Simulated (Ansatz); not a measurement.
# SrCl2 (CdCl2 type): the band gap by level of theory

All numbers come from Ansatz. The cell comes from a prototype generator: it can be a known phase or a hypothetical one. No magnetic order is allowed.

SrCl2 (CdCl2 type) (no longer in that coordination), relaxed with r2SCAN+rVV10. The symmetry is Fm-3m (No. 225, cubic); conventional cell a = 6.951 Å, 27.98 Å³ an atom. Around Sr lie 8 Cl at 3.01 Å; around Cl lie 4 Sr at 3.01 Å. The cell started from the CdCl2 type prototype, but the relaxation took it to the higher symmetry Fm-3m (No. 225), so the name no longer describes it.

Band edges at fixed r2SCAN+rVV10 geometry:
```csv
level,k mesh,gap (eV),kind,edges,least direct gap (eV)
LDA,6×6×6,4.92,indirect,F → Γ,5.15
PBE,6×6×6,5.39,indirect,F → Γ,5.50
PBE+SOC,6×6×6,5.39,indirect,F → Γ,5.50
r2SCAN,6×6×6,5.98,direct,F,5.98
HSE06,4×4×4,6.67,indirect,F → Γ,6.82
HSE06+SOC,4×4×4,6.67,indirect,F → Γ,6.82
DDH-PBE0,4×4×4,8.14,indirect,F → Γ,8.33
PBE0,4×4×4,7.39,indirect,F → Γ,7.57
r2SCAN0,4×4×4,7.71,indirect,F → Γ,7.82
Hartree-Fock,4×4×4,13.55,indirect,F → Γ,13.80
"G0W0@PBE (250 empty bands, 120 eV, 4×4×4)",4×4×4,7.47,–,F → Γ (mesh),–
"G0W0@PBE (622 empty bands, 220 eV, 4×4×4)",4×4×4,7.61,–,F → Γ (mesh),–
```
PBE: smearing of 0.02 eV; the others have fixed occupations.
Wave cutoffs: 420 eV, 500 eV (r2SCAN, r2SCAN0).
The G0W0 gap is PBE's gap over the path plus the quasiparticle shift read on the mesh. No extrapolation in bands, cutoff or mesh was made for G0W0.

With HSE06 the valence top lies at F and the conduction bottom at Γ, 6.67 eV higher; the smallest vertical gap, at F, is 6.82 eV. Spin-orbit coupling changes the PBE gap by 0.00 eV, to 5.39 eV; at Γ the threefold valence level splits into a fourfold and a twofold level 0.15 eV apart, the fourfold one on top. Spin-orbit coupling changes the HSE06 gap by 0.00 eV, to 6.67 eV; at Γ the threefold valence level splits into a fourfold and a twofold level 0.16 eV apart, the fourfold one on top.

r2SCAN covers 47 % of the step from PBE to HSE06, while HSE06 needs about 11 times r2SCAN's cost (on a coarser mesh). Spin-orbit coupling moves the least or the direct gap by up to 0.01 eV, so it can be left out where a tenth of an eV counts. The levels disagree on the kind of gap: direct with r2SCAN; indirect with LDA, PBE, PBE+SOC, HSE06, HSE06+SOC, DDH-PBE0, PBE0, r2SCAN0, Hartree-Fock.

r2SCAN (ground state on 6×6×6): ε∞: 2.79 in all directions. Born charges, averaged over directions: Sr +2.46, Cl -1.23 e. PBE (ground state on 6×6×6): The electronic dielectric tensor ε∞ is 2.93 in all directions. Born charges, averaged over directions: Sr +2.50, Cl -1.25 e.

Only the levels marked +SOC include spin-orbit coupling.

The meshes of the hybrids are coarse, so their gaps aren't converged to the digits shown.
